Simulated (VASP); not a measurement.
A run of VASP 6.6.1:

File INCAR:

```
SYSTEM = PbF2
PREC = Accurate ; ENCUT = 600
EDIFF = 1E-7 ; ISMEAR = 0
SIGMA = 0.03 ; LREAL = .False.
LASPH = .True. ; NELM = 80
ALGO = Normal ; ISIF = 3
LWAVE = .False. ; LCHARG = .False.
METAGGA = R2SCAN ; LMIXTAU = .True.
IBRION = 2 ; NSW = 90
EDIFFG = -0.005 ; PSTRESS = 65.5
KPAR = 4
```

The input KPOINTS:

```
Automatic mesh
0
Gamma
  4 8 4
  0 0 0
```

File POSCAR:

```
PbF2                                    
1.0
    6.1252747624      0.0000000000      0.0000000000
   -0.0000000000      3.7851514517      0.0000000000
    0.0000000000      0.0000000000      7.5108166086
  Pb              F             
     4     8
Direct
     0.7453912971902857    0.7500000000000000    0.1162771511313689
     0.2546087028097141    0.2500000000000000    0.8837228488686312
     0.7546087028097143    0.2500000000000000    0.6162771511313688
     0.2453912971902858    0.7500000000000000    0.3837228488686311
     0.1423681411379666    0.7500000000000000    0.0610316415297476
     0.8576318588620333    0.2500000000000000    0.9389683584702525
     0.3576318588620335    0.2500000000000000    0.5610316415297475
     0.6423681411379667    0.7500000000000000    0.4389683584702526
     0.5414107704585781    0.7500000000000000    0.8276353520675009
     0.4585892295414219    0.2500000000000000    0.1723646479324992
     0.9585892295414219    0.2500000000000000    0.3276353520675008
     0.0414107704585781    0.7500000000000000    0.6723646479324991
```

Potentials or basis: VASP PAW PBE potentials, release 64 (Pb_d, F).

Command:

```console
$ cat potpaw_PBE.64/Pb_d/POTCAR potpaw_PBE.64/F/POTCAR > POTCAR
$ mpirun -np 4 vasp_std > vasp.out
```

Hardware: 4 MPI ranks on Intel(R) Xeon(R) 6975P-C (Granite Rapids) (shared host).

Problem. How long does it take, and how much memory?

Solution. Run time: 27 min on 4 MPI ranks on Intel(R) Xeon(R) 6975P-C (Granite Rapids), with other jobs on the host, peak memory 0.64 GiB a rank. Counts: scf iterations 81, k points 45, ion steps 8.
